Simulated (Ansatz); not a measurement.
# CuF3 (honeycomb trihalide sheet): how robust is the cRPA U?

What does U in CuF3 (honeycomb trihalide sheet) depend on besides the window?

Method: constrained RPA on PBEsol, plane waves, PAW, in Ansatz 0.2.0.

Report form: the programs' logs are mostly left out.

**1. The structure**

The cell holds 8 atoms: 2 Cu and 6 F. Cell: a = 5.159 Å, b = 5.159 Å, c = 28.291 Å, α = 90.0°, β = 90.0°, γ = 120.0°. Vacuum lies along c.

The structure was relaxed with PBEsol. The structure was generated from a model, not taken from a measurement. The runs that relaxed it are not among those shown. The program's search for lower electronic states was switched off, so nothing shows that the state found is the lowest. The default PAW set here is soft_2. Its files were made with PBE. The Coulomb interaction is cut off across the vacuum.

**2. Base: Cu eg, bands v2 to c2, 6×6×1 mesh, medium accuracy**

Constrained RPA screens the interaction with every transition except those inside the target bands, which a later many-body model would treat itself.

The input, input.yaml:

```yaml
crystal:
  lattice:
    - [4.21212912, -2.10606456, 2.10606456]
    - [-2.10606456, -2.10606456, -4.21212912]
    - [16.33393194, 16.33393194, -16.33393194]
  atoms:
    - { symbol: Cu, position: [0.3333333333, 0.6666666667, 0.3224606945] }
    - { symbol: Cu, position: [0.6666666667, 0.3333333333, 0.3224606945] }
    - { symbol: F, position: [0.3745621811, 0.0, 0.3573881468] }
    - { symbol: F, position: [0.0, 0.3745621811, 0.3573881468] }
    - { symbol: F, position: [0.6254378189, 0.6254378189, 0.3573881468] }
    - { symbol: F, position: [0.6254378189, 0.0, 0.2875332421] }
    - { symbol: F, position: [0.0, 0.6254378189, 0.2875332421] }
    - { symbol: F, position: [0.3745621811, 0.3745621811, 0.2875332421] }
  periodic: [true, true, false]
kpoints:
  mp_grid: { grid: [6, 6, 1] }
hamiltonian:
  xc: pbesol
scf:
  occupations: { method: gaussian, width: 0.08 }
  n_extra_bands: 24
  max_iter: 150
  lower_state_search: "off"
output:
  crpa:
    kmesh: [6, 6, 1]
    target_bands: [v2, c2]
    projections: [{ species: Cu, l: d, shell: 3, orbitals: [dz2, dx2-y2] }]
  local_orbitals:
    kmesh: [12, 12, 1]
    orbitals: [{ species: Cu, l: d, shell: 3, orbitals: [dz2, dx2-y2] }]
    window: { bands: [v2, c2] }
    seedname: lo
```

Command:

```sh
ansatz run input.yaml --threads 4 --pin off --max-ram 14745MiB --backend cpu --events-out ev --progress --plain --runs-dir out
```

Run time: 18 min. Hardware: 4 threads of Arm Neoverse V1, shared host; peak memory 4 GiB; 68 min of CPU time.

This step gave:

| Property | Result |
| --- | --- |
| U | 4.332 eV |
| U prime (inter-orbital) | 3.497 eV |
| J | 0.4175 eV |
| bare V | 14.27 eV |
| bare J | 0.7953 eV |
| stated bound on U | 0.009851 eV |
| U over bare V | 0.3037 |
| electrons in the window | 4.000 |
| head of the constrained inverse dielectric matrix | 0.7689 |
| least eigenvalue of the projection's overlap | 0.3881 |
| target functions | 4 |
| bands in the sums | 84 |
| r.m.s. miss of the model bands | 9.69e-6 eV |
| width of the target bands | 0.6469 eV |
| weight of the projected orbitals in the window | 0.4555 |

On the Cu eg shell, screening brings the on-site interaction from 14.3 eV down to U = 4.33 eV.

**3. Changed: 3×3×1 mesh**

Edit input.yaml of step 2 so:

```diff
@@ -26,9 +26,4 @@
   crpa:
-    kmesh: [6, 6, 1]
+    kmesh: [3, 3, 1]
     target_bands: [v2, c2]
     projections: [{ species: Cu, l: d, shell: 3, orbitals: [dz2, dx2-y2] }]
-  local_orbitals:
-    kmesh: [12, 12, 1]
-    orbitals: [{ species: Cu, l: d, shell: 3, orbitals: [dz2, dx2-y2] }]
-    window: { bands: [v2, c2] }
-    seedname: lo
```

Run time: 3.6 min. Hardware: 4 threads; peak memory 3.2 GiB; 14 min of CPU time.

This step gave:

```yaml
u: 4.366 eV
u_prime_inter_orbital: 3.532 eV
j: 0.4169 eV
bare_v: 14.30 eV
bare_j: 0.7950 eV
stated_bound_on_u: 0.01114 eV
u_over_bare_v: 0.3053
electrons_in_the_window: 4.000
head_of_the_constrained_inverse_dielectric_matrix: 0.7384
least_eigenvalue_of_the_projection_s_overlap: 0.3881
target_functions: 4
bands_in_the_sums: 84
width_of_the_target_bands: 0.6469 eV
weight_of_the_projected_orbitals_in_the_window: 0.4555
```

On the Cu eg shell, screening brings the on-site interaction from 14.3 eV down to U = 4.37 eV.

**4. Changed: sums over states**

Edit input.yaml of step 3 so:

```diff
@@ -26,4 +26,7 @@
   crpa:
-    kmesh: [3, 3, 1]
+    kmesh: [6, 6, 1]
     target_bands: [v2, c2]
     projections: [{ species: Cu, l: d, shell: 3, orbitals: [dz2, dx2-y2] }]
+    accuracy: sum_over_states
+    n_empty_bands: 80
+    ecut_chi: 250
```

Wall time 11 min (4 threads); peak memory 3.5 GiB.

This variant gives U = 4.57 eV against 4.33 eV. It is a finite sum over empty states with no bound on its error and stays out of the table below.

**5. Changed: accuracy high**

Edit input.yaml of step 4 so:

```diff
@@ -29,4 +29,2 @@
     projections: [{ species: Cu, l: d, shell: 3, orbitals: [dz2, dx2-y2] }]
-    accuracy: sum_over_states
-    n_empty_bands: 80
-    ecut_chi: 250
+    accuracy: high
```

It took 24 min on 4 threads; peak memory 4 GiB.

Numbers from this step:

```
U                                                 : 4.333 eV
U prime (inter-orbital)                           : 3.498 eV
J                                                 : 0.4176 eV
bare V                                            : 14.27 eV
bare J                                            : 0.7953 eV
stated bound on U                                 : 0.001396 eV
U over bare V                                     : 0.3037
electrons in the window                           : 4.000
head of the constrained inverse dielectric matrix : 0.7689
least eigenvalue of the projection's overlap      : 0.3881
target functions                                  : 4
bands in the sums                                 : 84
width of the target bands                         : 0.6469 eV
weight of the projected orbitals in the window    : 0.4555
```

On the Cu eg shell, screening brings the on-site interaction from 14.3 eV down to U = 4.33 eV.

**6. Changed: PBE**

This step: constrained RPA on PBE, plane waves, PAW.

Edit input.yaml of step 5 so:

```diff
@@ -18,3 +18,3 @@
 hamiltonian:
-  xc: pbesol
+  xc: pbe
 scf:
@@ -29,2 +29 @@
     projections: [{ species: Cu, l: d, shell: 3, orbitals: [dz2, dx2-y2] }]
-    accuracy: high
```

It took 17 min on 4 threads; peak memory 4 GiB.

Numbers from this step:

| Quantity | Value |
| --- | --- |
| U | 4.408 eV |
| U prime (inter-orbital) | 3.563 eV |
| J | 0.4225 eV |
| bare V | 14.38 eV |
| bare J | 0.7971 eV |
| stated bound on U | 0.01004 eV |
| U over bare V | 0.3065 |
| electrons in the window | 4.000 |
| head of the constrained inverse dielectric matrix | 0.7732 |
| least eigenvalue of the projection's overlap | 0.3968 |
| target functions | 4 |
| bands in the sums | 84 |
| width of the target bands | 0.6639 eV |
| weight of the projected orbitals in the window | 0.4595 |

On the Cu eg shell, screening brings the on-site interaction from 14.4 eV down to U = 4.41 eV.

**7. Changed: strain +1.5%**

This step: constrained RPA on PBEsol, plane waves, PAW.

The cell differs from the one that the last finished run ended in (a 5.159 → 5.236 Å, b 5.159 → 5.236 Å).

Edit input.yaml of step 6 so:

```diff
@@ -2,4 +2,4 @@
   lattice:
-    - [4.21212912, -2.10606456, 2.10606456]
-    - [-2.10606456, -2.10606456, -4.21212912]
+    - [4.2753110568, -2.1376555284, 2.1376555284]
+    - [-2.1376555284, -2.1376555284, -4.2753110568]
     - [16.33393194, 16.33393194, -16.33393194]
@@ -18,3 +18,3 @@
 hamiltonian:
-  xc: pbe
+  xc: pbesol
 scf:
@@ -29 +29,6 @@
     projections: [{ species: Cu, l: d, shell: 3, orbitals: [dz2, dx2-y2] }]
+  local_orbitals:
+    kmesh: [12, 12, 1]
+    orbitals: [{ species: Cu, l: d, shell: 3, orbitals: [dz2, dx2-y2] }]
+    window: { bands: [v2, c2] }
+    seedname: lo
```

Run time: 18 min. Hardware: 4 threads; peak memory 4 GiB.

This step gave:

| Item | Value |
| --- | --- |
| U | 4.169 eV |
| U prime (inter-orbital) | 3.356 eV |
| J | 0.4065 eV |
| bare V | 13.98 eV |
| bare J | 0.7938 eV |
| stated bound on U | 0.009660 eV |
| U over bare V | 0.2982 |
| electrons in the window | 4.000 |
| head of the constrained inverse dielectric matrix | 0.7615 |
| least eigenvalue of the projection's overlap | 0.3731 |
| target functions | 4 |
| bands in the sums | 84 |
| r.m.s. miss of the model bands | 1.49e-5 eV |
| width of the target bands | 0.6252 eV |
| weight of the projected orbitals in the window | 0.4474 |

On the Cu eg shell, screening brings the on-site interaction from 14.0 eV down to U = 4.17 eV.

**8. Side by side**

Times are wall times on 4 threads of Arm Neoverse V1, shared host, good to a factor of about two.

| run | bare V (eV) | U (eV) | J (eV) | bound on U (eV) | width (eV) | time |
| --- | --- | --- | --- | --- | --- | --- |
| target window | 14.27 | 4.332 | 0.417 | 0.0099 | 0.65 | 18 min |
| 3×3×1 mesh | 14.30 | 4.366 | 0.417 | 0.0111 | 0.65 | 3.6 min |
| accuracy high | 14.27 | 4.333 | 0.418 | 0.0014 | 0.65 | 24 min |
| PBE | 14.38 | 4.408 | 0.423 | 0.0100 | 0.66 | 17 min |
| strain +1.5% | 13.98 | 4.169 | 0.407 | 0.0097 | 0.63 | 18 min |

**9. Results**

- target window: U 4.33 eV, J 0.42 eV
- 3×3×1 mesh: U 4.37 eV, J 0.42 eV
- accuracy high: U 4.33 eV, J 0.42 eV
- PBE: U 4.41 eV, J 0.42 eV
- strain +1.5%: U 4.17 eV, J 0.41 eV

In words: 3×3×1 mesh moves U by +0.03 eV at 0.21 times the time. Accuracy high moves U by +0.001 eV (within the solver's bounds, for the mean over orbitals). PBE moves U by +0.08 eV. Strain +1.5% moves U by −0.16 eV. The printed bound covers the solver alone, not the mesh, and no denser mesh than the base was run. The parent state is non-magnetic and the interaction static (zero frequency); U depends on the window and the orbitals, so it belongs to this model alone.

[Paths, hosts, dates, memory and timing lines, banners, echoed tables and standing remarks are left out of the program output.]

[Logs are printed without paths, hosts, clocks, repeated set-up lines and the standing remarks that a program may print on its own settings, such as how far it seeks lower states.]

[Runs of the session that timed out or met a known fault of the program may be left out.]

[Hosts, paths, dates, database ids (printed as entryN), source tags and the programs' standing remarks are cut or masked in the printed files.]
